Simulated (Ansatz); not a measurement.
## Is this LiCl structure stable?

The cell was found from a structure generator's guess, not taken from experiment.

Computed with DFT PBE, scalar-relativistic, plane waves, PAW in Ansatz. The final run on the 10-atom cell used 420 eV, a Γ-centred 4×4×4 mesh, 0.02 eV smearing and no spin polarisation.

Space group I-42m (No. 121). a = 7.498 Å, b = 7.498 Å, c = 9.813 Å, α = 90.00°, β = 90.00°, γ = 90.00°
```json
{"atom": "Li", "site": "8i", "symmetry": "..m", "x": "0.1288", "y": "0.8712", "z": "0.3030"}
{"atom": "Li", "site": "2a", "symmetry": "-42m", "x": "0.0000", "y": "0.0000", "z": "0.0000"}
{"atom": "Cl", "site": "8i", "symmetry": "..m", "x": "0.1553", "y": "0.1553", "z": "0.1766"}
{"atom": "Cl", "site": "2b", "symmetry": "-42m", "x": "0.0000", "y": "0.0000", "z": "0.5000"}
```

Energies over the elements count from the elements' standard structures at the same level (Cl₂ as a molecule), with no fitted energy shifts.

**Question.** These tests were run: energy against the elements; phonons at Γ; elastic tensor. What do they show?

**Answer.**

```json
{"test": "energy against the elements", "result": "−1.803 eV/atom"}
{"test": "phonons at Γ", "result": "lowest optical mode 40 cm⁻¹"}
{"test": "elastic tensor", "result": "least eigenvalue 2 GPa"}
```

It fails none of these tests. Other phases of the system weren't compared here, so this isn't yet thermodynamic stability. Phonons away from Γ weren't computed.

The run for the phonons used a 4×4×4 k mesh. The run for the elastic tensor used a 4×4×4 k mesh. Another cell of LiCl relaxed alike, in Fm-3m, lies 49 meV/atom lower, so this cell isn't the stable form at this level.
